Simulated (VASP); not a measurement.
# VASP 6.6.1, PBEsol single-point calculation, RbBr (zincblende)

INCAR

```
NSW = 0
PREC = Accurate
EDIFF = 1E-7
GGA = PS
ISMEAR = 0
ENCUT = 520
ISIF = 2
SIGMA = 0.01
NELM = 120
LWAVE = .FALSE.
NBANDS = 15
LASPH = .TRUE.
IBRION = -1
LREAL = .FALSE.
LCHARG = .FALSE.
```

KPOINTS

```
KPOINTS created by Atomic Simulation Environment
0
Gamma
6 6 6
0 0 0
```

KPOINTS_OPT

```
special points
6
Reciprocal
0.0000000000 0.0000000000 0.0000000000 1
0.5000000000 0.0000000000 0.5000000000 1
0.5000000000 0.2500000000 0.7500000000 1
0.3750000000 0.3750000000 0.7500000000 1
0.5000000000 0.5000000000 0.5000000000 1
0.6250000000 0.2500000000 0.6250000000 1
```

POSCAR

```
Rb Br
 1.0000000000000000
     0.0000000000000000    3.8694967141275005    3.8694967141275005
     3.8694967141275005    0.0000000000000000    3.8694967141275005
     3.8694967141275005    3.8694967141275005    0.0000000000000000
 Rb  Br
   1   1
Cartesian
 -0.0000000000000000  0.0000000000000000  0.0000000000000000
  1.9347483570637503  1.9347483570637503  1.9347483570637503
```

VASP ran with the recommended PBE PAW datasets (16 valence electrons in the cell).

Command

```
mpirun -np 1 vasp_std
```

OSZICAR

```
N       E                     dE             d eps       ncg     rms          rms(c)
DAV:   1     0.914316756606E+02    0.91432E+02   -0.59068E+03   480   0.856E+02
DAV:   2     0.179572505593E+01   -0.89636E+02   -0.80198E+02   667   0.156E+02
DAV:   3    -0.622016716494E+01   -0.80159E+01   -0.79793E+01   641   0.498E+01
DAV:   4    -0.648549492513E+01   -0.26533E+00   -0.26528E+00   750   0.839E+00
DAV:   5    -0.648716425139E+01   -0.16693E-02   -0.16693E-02   648   0.700E-01    0.272E+00
DAV:   6    -0.613857231790E+01    0.34859E+00   -0.44270E-01   613   0.265E+00    0.174E+00
DAV:   7    -0.609378032767E+01    0.44792E-01   -0.21070E-01   641   0.188E+00    0.923E-01
DAV:   8    -0.611968665338E+01   -0.25906E-01   -0.26193E-02   658   0.821E-01    0.155E-01
DAV:   9    -0.612416601345E+01   -0.44794E-02   -0.38519E-03   536   0.265E-01    0.115E-01
DAV:  10    -0.612676062233E+01   -0.25946E-02   -0.19327E-03   494   0.217E-01    0.270E-02
DAV:  11    -0.612684013052E+01   -0.79508E-04   -0.15608E-04   606   0.585E-02    0.126E-02
DAV:  12    -0.612687613929E+01   -0.36009E-04   -0.63327E-05   501   0.436E-02    0.224E-03
DAV:  13    -0.612687675346E+01   -0.61417E-06   -0.13746E-06   724   0.656E-03    0.203E-03
DAV:  14    -0.612687700866E+01   -0.25520E-06   -0.30805E-07   494   0.324E-03    0.622E-04
DAV:  15    -0.612687709277E+01   -0.84103E-07   -0.16975E-07   478   0.245E-03
   1 F= -.61268771E+01 E0= -.61268771E+01  d E =-.781509E-36
       N       E                     dE             ncg
DAV:   1    -0.124964675059E+02   -0.26123E+04      180
DAV:   2    -0.539603722136E+03   -0.52711E+03      236
DAV:   3    -0.590844184455E+03   -0.51240E+02      257
DAV:   4    -0.593306716977E+03   -0.24625E+01      264
DAV:   5    -0.593322260098E+03   -0.15543E-01      264
DAV:   6    -0.593322622036E+03   -0.36194E-03      262
DAV:   7    -0.593322624148E+03   -0.21121E-05      272
DAV:   8    -0.593322624180E+03   -0.31721E-07      170
```

From OUTCAR

```
k-points           NKPTS =     16   k-points in BZ     NKDIM =     16   number of bands    NBANDS=     15

   NELECT =      16.0000    total number of electrons

   dimension x,y,z NGX =    42 NGY =   42 NGZ =   42
   dimension x,y,z NGXF=    84 NGYF=   84 NGZF=   84

  energy-cutoff  :      520.00
  volume of cell :      115.88
      direct lattice vectors                 reciprocal lattice vectors
     0.000000000  3.869496714  3.869496714    -0.129215771  0.129215771  0.129215771
     3.869496714  0.000000000  3.869496714     0.129215771 -0.129215771  0.129215771
     3.869496714  3.869496714  0.000000000     0.129215771  0.129215771 -0.129215771

 k-points in reciprocal lattice and weights: KPOINTS created by Atomic Simulation Env
   0.00000000  0.00000000  0.00000000       0.005
   0.16666667  0.00000000  0.00000000       0.037
   0.33333333  0.00000000  0.00000000       0.037
   0.50000000  0.00000000  0.00000000       0.019
   0.16666667  0.16666667  0.00000000       0.028
   0.33333333  0.16666667  0.00000000       0.111
   0.50000000  0.16666667  0.00000000       0.111
  -0.33333333  0.16666667  0.00000000       0.111
   ...

 E-fermi :  -3.0522

 k-point     1 :       0.0000    0.0000    0.0000
  band No.  band energies     occupation
      1     -27.6924      2.00000
      2     -15.0143      2.00000
      3     -11.8099      2.00000
      4     -11.8099      2.00000
      5     -11.8099      2.00000
      6      -3.2296      2.00000
      7      -3.2296      2.00000
      8      -3.2296      2.00000
      9       0.9788      0.00000
     10       5.0071      0.00000
     11       5.0071      0.00000
     12       6.0036      0.00000
     13       6.0036      0.00000
     14       6.0036      0.00000
     15       7.0162      0.00000

 k-point     2 :       0.1667    0.0000    0.0000
  band No.  band energies     occupation
      1     -27.6918      2.00000
      2     -15.0256      2.00000
      3     -11.8130      2.00000
      4     -11.8130      2.00000
      5     -11.7974      2.00000
      6      -3.2985      2.00000
      7      -3.2174      2.00000
      8      -3.2174      2.00000
      9       1.3706      0.00000
     10       4.7676      0.00000
     11       4.7676      0.00000
     12       5.6633      0.00000
     13       6.1678      0.00000
     14       6.4609      0.00000
     15       6.4609      0.00000

 k-point     3 :       0.3333    0.0000    0.0000
  band No.  band energies     occupation
      1     -27.6907      2.00000
      2     -15.0479      2.00000
      3     -11.8192      2.00000
      4     -11.8192      2.00000
      5     -11.7733      2.00000
      6      -3.4005      2.00000
      7      -3.1938      2.00000
      8      -3.1938      2.00000
      9       2.2733      0.00000
     10       4.4438      0.00000
     11       4.6435      0.00000
     12       4.6435      0.00000
     13       6.0132      0.00000
     14       6.3012      0.00000
     15       6.3012      0.00000

 k-point     4 :       0.5000    0.0000    0.0000
  band No.  band energies     occupation
      1     -27.6902      2.00000
      2     -15.0588      2.00000
      3     -11.8223      2.00000
      4     -11.8223      2.00000
      5     -11.7619      2.00000
      6      -3.4371      2.00000
      7      -3.1824      2.00000
      8      -3.1824      2.00000
      9       3.1506      0.00000
     10       3.4275      0.00000
     11       4.6824      0.00000
     12       4.6824      0.00000
     13       6.0479      0.00000
     14       6.0479      0.00000
     15       6.5465      0.00000

 k-point     5 :       0.1667    0.1667    0.0000
  band No.  band energies     occupation
      1     -27.6916      2.00000
      2     -15.0294      2.00000
      3     -11.8174      2.00000
      4     -11.8174      2.00000
      5     -11.7864      2.00000
      6      -3.3297      2.00000
      7      -3.2080      2.00000
      8      -3.2080      2.00000
      9       1.5041      0.00000
     10       4.2204      0.00000
     11       5.2289      0.00000
     12       5.9791      0.00000
     13       6.2560      0.00000
     14       6.2560      0.00000
     15       6.5585      0.00000

 k-point     6 :       0.3333    0.1667    0.0000
  band No.  band energies     occupation
      1     -27.6907      2.00000
      2     -15.0478      2.00000
      3     -11.8272      2.00000
      4     -11.8243      2.00000
      5     -11.7600      2.00000
      6      -3.4045      2.00000
      7      -3.2006      2.00000
      8      -3.1848      2.00000
      9       2.2317      0.00000
     10       3.8897      0.00000
     11       4.9918      0.00000
     12       5.1839      0.00000
     13       6.1662      0.00000
     14       6.2738      0.00000
     15       6.5894      0.00000

 k-point     7 :       0.5000    0.1667    0.0000
  band No.  band energies     occupation
      1     -27.6900      2.00000
      2     -15.0622      2.00000
      3     -11.8387      2.00000
      4     -11.8267      2.00000
      5     -11.7390      2.00000
      6      -3.4200      2.00000
      7      -3.2174      2.00000
      8      -3.1715      2.00000
      9       3.0838      0.00000
     10       3.5487      0.00000
     11       4.4756      0.00000
     12       4.8954      0.00000
     13       6.1689      0.00000
     14       6.3780      0.00000
     15       6.5313      0.00000

 k-point     8 :      -0.3333    0.1667    0.0000
  band No.  band energies     occupation
      1     -27.6902      2.00000
      2     -15.0586      2.00000
      3     -11.8397      2.00000
      4     -11.8223      2.00000
      5     -11.7442      2.00000
      6      -3.4005      2.00000
      7      -3.2249      2.00000
      8      -3.1806      2.00000
      9       2.7931      0.00000
     10       3.9270      0.00000
     11       4.5230      0.00000
     12       4.6055      0.00000
     13       6.2860      0.00000
     14       6.4529      0.00000
     15       6.4760      0.00000

 k-point     9 :      -0.1667    0.1667    0.0000
  band No.  band energies     occupation
      1     -27.6911      2.00000
      2     -15.0405      2.00000
      3     -11.8272      2.00000
      4     -11.8155      2.00000
      5     -11.7727      2.00000
      6      -3.3593      2.00000
      7      -3.2129      2.00000
      8      -3.2033      2.00000
      9       1.9312      0.00000
     10       4.4374      0.00000
     11       4.5559      0.00000
     12       5.2497      0.00000
     13       6.1680      0.00000
     14       6.4209      0.00000
     15       6.6813      0.00000

 k-point    10 :       0.3333    0.3333    0.0000
  band No.  band energies     occupation
      1     -27.6902      2.00000
      2     -15.0587      2.00000
      3     -11.8324      2.00000
      4     -11.8324      2.00000
      5     -11.7406      2.00000
      6      -3.4792      2.00000
      7      -3.1625      2.00000
      8      -3.1625      2.00000
      9       2.6313      0.00000
     10       3.5271      0.00000
     11       4.8472      0.00000
     12       5.8378      0.00000
     13       6.1366      0.00000
     14       6.1366      0.00000
     15       6.8700      0.00000

 k-point    11 :       0.5000    0.3333    0.0000
  band No.  band energies     occupation
      1     -27.6897      2.00000
      2     -15.0694      2.00000
      3     -11.8446      2.00000
      4     -11.8355      2.00000
      5     -11.7201      2.00000
      6      -3.4810      2.00000
      7      -3.1834      2.00000
      8      -3.1496      2.00000
      9       2.9360      0.00000
     10       3.5984      0.00000
     11       4.7664      0.00000
     12       5.4562      0.00000
     13       6.2112      0.00000
     14       6.3521      0.00000
     15       6.3884      0.00000

 k-point    12 :      -0.3333    0.3333    0.0000
  band No.  band energies     occupation
      1     -27.6897      2.00000
      2     -15.0692      2.00000
      3     -11.8532      2.00000
      4     -11.8305      2.00000
      5     -11.7170      2.00000
      6      -3.4007      2.00000
      7      -3.2577      2.00000
      8      -3.1587      2.00000
      9       3.0468      0.00000
     10       3.7385      0.00000
     11       4.6146      0.00000
     12       4.8448      0.00000
     13       6.0980      0.00000
     14       6.5749      0.00000
     15       6.7858      0.00000

 k-point    13 :       0.5000    0.5000    0.0000
  band No.  band energies     occupation
      1     -27.6895      2.00000
      2     -15.0730      2.00000
      3     -11.8399      2.00000
      4     -11.8399      2.00000
      5     -11.7184      2.00000
      6      -3.5351      2.00000
      7      -3.1387      2.00000
      8      -3.1387      2.00000
      9       2.8623      0.00000
     10       3.6117      0.00000
     11       5.2950      0.00000
     12       5.7669      0.00000
     13       5.9334      0.00000
     14       5.9334      0.00000
     15       6.3626      0.00000

 ...

  Total       -0.2073634     -0.2073634     -0.2073634     -0.0000000     -0.0000000     -0.0000000
  in kB       -2.8671421     -2.8671421     -2.8671421     -0.0000000     -0.0000000     -0.0000000
  external PRESSURE =      -2.8671421 kB  Pullay stress =       0.0000000 kB

 POSITION                                       TOTAL-FORCE (eV/Angst)
 -----------------------------------------------------------------------------------
      0.00000      0.00000      0.00000        -0.000000     -0.000000     -0.000000
      1.93475      1.93475      1.93475         0.000000      0.000000      0.000000
 -----------------------------------------------------------------------------------
    total drift:                               -0.000000     -0.000000     -0.000000

  FREE ENERGIE OF THE ION-ELECTRON SYSTEM (eV)
  ---------------------------------------------------
  free  energy   TOTEN  =        -6.1268770928 eV

  energy  without entropy=       -6.1268770928  energy(sigma->0) =       -6.12687709
```

| Item | Value |
| --- | --- |
| gap between bands v and c | 4.12 eV |
| least direct gap | 4.21 eV |
| pressure | -0.3 GPa |

Band v is the last that the valence electrons fill when counted band by band, and c is the next.
